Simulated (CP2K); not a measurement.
As:

```
As
1.0
     4.13100    0.00000    0.00000
     2.41839    3.34911    0.00000
     2.41839    1.23667    3.11243
As
2
Direct
  0.22600 0.22600 0.22600
  0.77400 0.77400 0.77400
```

Base run:

```yaml
Program: CP2K 2026.2
Functional: LDA
Potentials_or_basis: GTH_POTENTIALS As GTH-PBE-q5; DZVP-MOLOPT-SR-GTH basis
Density_cutoff: 6123 eV
k_mesh: 9 × 9 × 9
Occupations: fermi-dirac, width 0.05 eV
Spin: no spin polarisation
```

Its results: band gap on the k mesh none (metal or under the smearing width); pressure 2.5 GPa; largest force 0.737 eV/Å.

Q: The run is repeated on the same cell with these changes: functional from LDA to PBE. What comes out?

A: Band gap on the k mesh none (metal or under the smearing width); pressure 4.4 GPa; largest force 0.591 eV/Å.

PBE binds less tightly than LDA, so the same cell stands under more pressure.

Caveats: the basis of atomic orbitals isn't converged, which shifts pressures, moduli and gaps; the potentials were made for another functional, which shifts forces and pressure (some runs).
